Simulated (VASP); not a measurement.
# A vacancy on the Co site in a supercell of CoSn, part 2 of 5

How easily does a vacancy on the Co site form in CoSn? The host is relaxed first, then a supercell is run with and without the defect. The start is a computed cell from the Materials Project.

VASP 6.6.1, plane waves and PAW; the level of theory is named at each step.

So far. Step 2 (Relaxing the host crystal): The run ended after 3 ionic steps, 0.027 eV below its first step, once forces and stress met EDIFFG = -0.02.

## (3) The perfect supercell

Level of this step: PBE, spin-polarised from a ferromagnetic start; plane waves and PAW (Sn, Co) (VASP).

System of this step: CoSn. It takes space group P6/mmm (No. 191, hexagonal). Conventional cell: a = 5.291 Å, b = 5.291 Å, c = 4.223 Å, α = 90.00°, β = 90.00°, γ = 120.00°. Sn has 6 Co at 2.65 Å nearest. Sn has 6 Co at 2.61 Å nearest. Nearest to Co lie 6 Sn at 2.61 to 2.65 Å and 4 Co at 2.65 Å. Co has 6 Sn at 2.61 to 2.65 Å and 4 Co at 2.65 Å nearest. Farther neighbours are not listed.

The same cell, mesh and cutoff without the defect give the energy to subtract and, in a gapped host, the band edges to count from, so that most errors cancel.

The input, INCAR:

```
SYSTEM = CoSn
PREC = Normal
ENCUT = 300
EDIFF = 1E-05
NELM = 120
ISMEAR = 1
SIGMA = 0.2
LREAL = Auto
ALGO = Fast
GGA = PE
NBANDS = 128
ISPIN = 2
MAGMOM = 0 0 0 0 0 0 0 0 0 0 0 0 2 2 2 2 2 2 2 2 2 2 2 2
LASPH = .TRUE.
LMAXMIX = 4
LORBIT = 11
LWAVE = .FALSE.
LCHARG = .FALSE.
KPAR = 4
```

The input, POSCAR:

```
CoSn
1.0
   -7.9368269659      4.5823291853      4.2231746987
    7.9368269659     -4.5823291853      4.2231746987
    2.6456089887      4.5823291853     -4.2231746987
Sn Co
12 12
Direct
    0.0000000000      0.0000000000      0.0000000000
    0.5000000000      0.5000000000      0.0000000000
    0.5000000000      0.0000000000      0.5000000000
    0.0000000000      0.5000000000      0.5000000000
    0.5833333334      0.4166666667      0.5000000000
    0.0833333334      0.9166666667      0.5000000000
    0.0833333334      0.4166666667      0.0000000000
    0.5833333334      0.9166666667      0.0000000000
    0.4166666667      0.5833333334      0.5000000000
    0.9166666667      0.0833333334      0.5000000000
    0.9166666667      0.5833333334      0.0000000000
    0.4166666666      0.0833333333      0.0000000000
    0.0000000000      0.2500000000      0.2500000000
    0.5000000000      0.7500000000      0.2500000000
    0.5000000000      0.2500000000      0.7500000000
    0.0000000000      0.7500000000      0.7500000000
    0.2500000000      0.2500000000      0.5000000000
    0.7500000000      0.7500000000      0.5000000000
    0.7500000000      0.2500000000      0.0000000000
    0.2500000000      0.7500000000      0.0000000000
    0.2500000000      0.0000000000      0.2500000000
    0.7500000000      0.5000000000      0.2500000000
    0.7500000000      0.0000000000      0.7500000000
    0.2500000000      0.5000000000      0.7500000000
```

The input, KPOINTS:

```
Automatic mesh
0
Gamma
4 4 4
0 0 0
```

PAW data sets: Sn and Co (PBE family, release 64).

Command:

```
$ mpirun -np 4 vasp_std
```

What it wrote:

```text
[banner, memory and clock lines left out]
running    4 mpi-ranks, on    1 nodes
 distrk:  each k-point on    1 cores,    4 groups
 distr:  one band on    1 cores,    1 groups

 POSCAR found type information on POSCAR SnCo
 POSCAR found :  2 types and      24 ions
 LDA part: xc-table for (Slater+PW92), standard interpolation
 POSCAR, INCAR and KPOINTS ok, starting setup
 FFT: planning ... GRIDC
 FFT: planning ... GRID_SOFT
 FFT: planning ... GRID
 WAVECAR not read
 entering main loop
       N       E                     dE             d eps       ncg     rms          rms(c)
DAV:   1     0.848140943020E+03    0.84814E+03   -0.42143E+04  9216   0.803E+02
DAV:   2    -0.637472859833E+02   -0.91189E+03   -0.84469E+03  9240   0.234E+02
DAV:   3    -0.138361734571E+03   -0.74614E+02   -0.67550E+02 10528   0.799E+01
DAV:   4    -0.140544931430E+03   -0.21832E+01   -0.21581E+01 10488   0.144E+01
DAV:   5    -0.140586933800E+03   -0.42002E-01   -0.41992E-01 11648   0.168E+00    0.325E+01
RMM:   6    -0.157648982486E+03   -0.17062E+02   -0.12374E+02  9837   0.457E+01    0.460E+01
RMM:   7    -0.132571285220E+03    0.25078E+02   -0.43692E+01  9230   0.284E+01    0.121E+01
RMM:   8    -0.132828971119E+03   -0.25769E+00   -0.32868E+00  9409   0.460E+00    0.716E+00
RMM:   9    -0.135778373385E+03   -0.29494E+01   -0.25886E+00  9911   0.561E+00    0.235E+01
RMM:  10    -0.133009570718E+03    0.27688E+01   -0.19539E+00  9721   0.583E+00    0.363E+00
RMM:  11    -0.133075861194E+03   -0.66290E-01   -0.11652E-01 10191   0.121E+00    0.112E+00
RMM:  12    -0.133115484359E+03   -0.39623E-01   -0.53459E-02 10132   0.532E-01    0.398E-01
RMM:  13    -0.133118501503E+03   -0.30171E-02   -0.93500E-03 10534   0.273E-01    0.197E-01
RMM:  14    -0.133118736049E+03   -0.23455E-03   -0.27177E-03 11246   0.139E-01    0.103E-01
RMM:  15    -0.133118883016E+03   -0.14697E-03   -0.79785E-04 11445   0.728E-02    0.492E-02
RMM:  16    -0.133118930387E+03   -0.47370E-04   -0.21674E-04 11819   0.368E-02    0.315E-02
RMM:  17    -0.133118953204E+03   -0.22818E-04   -0.46553E-05  8729   0.175E-02    0.106E-02
RMM:  18    -0.133118959273E+03   -0.60686E-05   -0.12452E-05  6391   0.102E-02
   1 F= -.13311896E+03 E0= -.13315285E+03  d E =0.101667E+00  mag=    -0.0027
```

Run time: 2.8 min. Hardware: 4 MPI ranks of AMD EPYC 9R45, shared host; peak memory 2.6 GiB.

Parts of OUTCAR (step 3):

```text
  LATTYP: Found a face centered orthorhombic cell.
 ALAT       =     8.4463493974
 B/A-ratio  =     1.2529005677
 C/A-ratio  =     2.1700874400

 Subroutine GETGRP returns: Found  8 space group operations
 (whereof  8 operations were pure point group operations)

The static configuration has the point symmetry D_2h.

 Found     18 irreducible k-points:

   k-points           NKPTS =     18   k-points in BZ     NKDIM =     18   number of bands    NBANDS=    128

   dimension x,y,z NGX =    48 NGY =   48 NGZ =   30
   dimension x,y,z NGXF=    96 NGYF=   96 NGZF=   60

   ENCUT  =  300.0 eV  22.05 Ry    4.70 a.u.  14.25 14.25  9.56*2*pi/ulx,y,z

   NELECT =     156.0000    total number of electrons

 E-fermi :   7.6628

 spin component 1
 k-point     1 :       0.0000    0.0000    0.0000
  band No.  band energies     occupation
    ...
     75       7.2883      1.01181
     76       7.3086      1.01558
     77       7.3086      1.01558
     78       7.5557      0.88884
     79       7.5557      0.88884
     80       8.1214     -0.00277
     81       8.1214     -0.00277
     82       8.2079     -0.00040
     83       8.2916     -0.00004
     84       8.4108     -0.00000
    ...

 k-point     2 :       0.2500   -0.0000    0.0000
  band No.  band energies     occupation
    ...
     75       7.4066      1.03501
     76       7.4660      1.02336
     77       7.5182      0.96769
     78       7.5702      0.84894
     79       7.6110      0.71123
     80       8.0016     -0.01882
     81       8.2187     -0.00030
     82       8.4031     -0.00000
     83       8.4156     -0.00000
     84       8.4997     -0.00000
    ...

 k-point     3 :       0.5000   -0.0000    0.0000
  band No.  band energies     occupation
    ...
     72       7.4309      1.03474
     73       7.4423      1.03275
     74       7.4423      1.03275
     75       7.5159      0.97139
     76       7.5159      0.97139
     77       7.8816     -0.03233
     78       7.8816     -0.03233
     79       8.0271     -0.01362
     80       8.0271     -0.01362
     81       8.1180     -0.00297
    ...

 k-point     4 :       0.2500    0.2500    0.0000
  band No.  band energies     occupation
    ...
     72       7.4207      1.03543
     73       7.4586      1.02716
     74       7.4586      1.02716
     75       7.5280      0.95037
     76       7.5350      0.93663
     77       7.7167      0.28088
     78       7.9906     -0.02128
     79       8.0079     -0.01746
     80       8.0079     -0.01746
     81       8.1806     -0.00077
    ...

  Total        0.4691708      0.4443794     -0.5225488     -0.0214700     -0.0000000      0.0000000
  in kB        1.8352726      1.7382953     -2.0440732     -0.0839848     -0.0000000      0.0000000
  external PRESSURE =       0.5098316 kB  Pullay stress =       0.0000000 kB

  energy-cutoff  :      300.00
  volume of cell :      409.58
      direct lattice vectors                 reciprocal lattice vectors
    -7.936826966  4.582329185  4.223174699     0.000000000  0.109114815  0.118394344
     7.936826966 -4.582329185  4.223174699     0.094496201  0.054557407  0.118394344
     2.645608989  4.582329185 -4.223174699     0.094496201  0.163672222  0.000000000

 POSITION                                       TOTAL-FORCE (eV/Angst)
 -----------------------------------------------------------------------------------
      0.00000      0.00000      0.00000         0.000000      0.000000     -0.000000
      0.00000      0.00000      4.22317         0.000000      0.000000     -0.000000
     -2.64561      4.58233      0.00000         0.000000      0.000000     -0.000000
      5.29122      0.00000      0.00000         0.000000      0.000000     -0.000000
     -0.00000      3.05489      2.11159        -0.000863      0.000498      0.000000
      7.93683     -1.52744      2.11159        -0.000863      0.000498      0.000000
      2.64561     -1.52744      2.11159        -0.000863      0.000498      0.000000
      2.64561     -1.52744      6.33476        -0.000863      0.000498      0.000000
      2.64561      1.52744      2.11159         0.000863     -0.000498      0.000000
     -5.29122      6.10977      2.11159         0.000863     -0.000498      0.000000
     -2.64561      1.52744      6.33476         0.000863     -0.000498     -0.000000
     -2.64561      1.52744      2.11159         0.000863     -0.000498      0.000000
      2.64561      0.00000      0.00000         0.000000      0.000000     -0.000000
      2.64561      0.00000      4.22317         0.000000      0.000000     -0.000000
      0.00000      4.58233      0.00000         0.000000      0.000000     -0.000000
      7.93683      0.00000      0.00000         0.000000      0.000000     -0.000000
      1.32280      2.29116      0.00000         0.000000      0.000000     -0.000000
      1.32280      2.29116      4.22317         0.000000      0.000000     -0.000000
     -3.96841      2.29116      4.22317         0.000000      0.000000     -0.000000
      3.96841     -2.29116      4.22317         0.000000      0.000000     -0.000000
     -1.32280      2.29116      0.00000         0.000000      0.000000     -0.000000
     -1.32280      2.29116      4.22317         0.000000      0.000000     -0.000000
     -3.96841      6.87349      0.00000         0.000000      0.000000     -0.000000
      3.96841      2.29116      0.00000         0.000000      0.000000     -0.000000
 -----------------------------------------------------------------------------------
    total drift:                               -0.000000      0.000000      0.000000

  FREE ENERGIE OF THE ION-ELECTRON SYSTEM (eV)
  ---------------------------------------------------
  free  energy   TOTEN  =      -133.1189592730 eV

  energy  without entropy=     -133.2206264072  energy(sigma->0) =     -133.15284832

 total charge
# of ion       s       p       d       tot
------------------------------------------
    1        1.394   1.601   0.218   3.213
    2        1.394   1.601   0.218   3.213
    3        1.394   1.601   0.218   3.213
    4        1.394   1.601   0.218   3.213
    5        1.362   1.827   0.271   3.460
    6        1.362   1.827   0.271   3.460
    7        1.362   1.827   0.271   3.460
    8        1.362   1.827   0.271   3.460
    9        1.362   1.827   0.271   3.460
   10        1.362   1.827   0.271   3.460
   11        1.362   1.827   0.271   3.460
   12        1.362   1.827   0.271   3.460
   13        0.395   0.449   7.452   8.296
   14        0.395   0.449   7.452   8.296
   15        0.395   0.449   7.452   8.296
   16        0.395   0.449   7.452   8.296
   17        0.395   0.449   7.452   8.296
   18        0.395   0.449   7.452   8.296
   19        0.395   0.449   7.452   8.296
   20        0.395   0.449   7.452   8.296
   21        0.395   0.449   7.452   8.296
   22        0.395   0.449   7.452   8.296
   23        0.395   0.449   7.452   8.296
   24        0.395   0.449   7.452   8.296
--------------------------------------------------
tot         21.212  26.406  92.467 140.086

 magnetization (x)
# of ion       s       p       d       tot
------------------------------------------
    1       -0.000   0.000  -0.000   0.000
    2       -0.000   0.000  -0.000   0.000
    3       -0.000   0.000  -0.000   0.000
    4       -0.000   0.000  -0.000   0.000
    5        0.000   0.000   0.000   0.000
    6        0.000   0.000   0.000   0.000
    7        0.000   0.000   0.000   0.000
    8        0.000   0.000   0.000   0.000
    9        0.000   0.000   0.000   0.000
   10        0.000   0.000   0.000   0.000
   11        0.000   0.000   0.000   0.000
   12        0.000   0.000   0.000   0.000
   13       -0.000  -0.000  -0.000  -0.000
   14       -0.000  -0.000  -0.000  -0.000
   15       -0.000  -0.000  -0.000  -0.000
   16       -0.000  -0.000  -0.000  -0.000
   17       -0.000  -0.000  -0.000  -0.000
   18       -0.000  -0.000  -0.000  -0.000
   19       -0.000  -0.000  -0.000  -0.000
   20       -0.000  -0.000  -0.000  -0.000
   21       -0.000  -0.000  -0.000  -0.000
   22       -0.000  -0.000  -0.000  -0.000
   23       -0.000  -0.000  -0.000  -0.000
   24       -0.000  -0.000  -0.000  -0.000
--------------------------------------------------
tot          0.000   0.000  -0.003  -0.003

[... 11 further parts left out ...]
```

This step gave:

```
electronic cycles                                 : 18
electrons                                         : 156
free energy (TOTEN)                               : -133.1190 eV
energy at zero smearing                           : -133.1528 eV
Fermi energy                                      : 7.663 eV
moment of the cell, from the last line of the log : 0 μB
```

The spin moment in the PAW sphere vanishes on all atoms.

The host is treated as a metal, as its relaxation found a gap under 0.3 eV or none, and only the neutral defect is run.

(Part 2 of 5 ends here.)

[Lines on the potential files, build, host, timing and source positions are cut from VASP's logs without a mark.]

[Logs are printed without paths, hosts, clocks, repeated set-up lines and the standing remarks that a program may print on its own settings, such as how far it seeks lower states.]

[Hosts, paths, dates, database ids (printed as entryN), source tags and the programs' standing remarks are cut or masked in the printed files.]

[In band tables of VASP the shares of atoms and orbitals are scaled to a sum of 1 inside the atoms' spheres.]

[Runs that stopped without an error message from VASP are left out.]
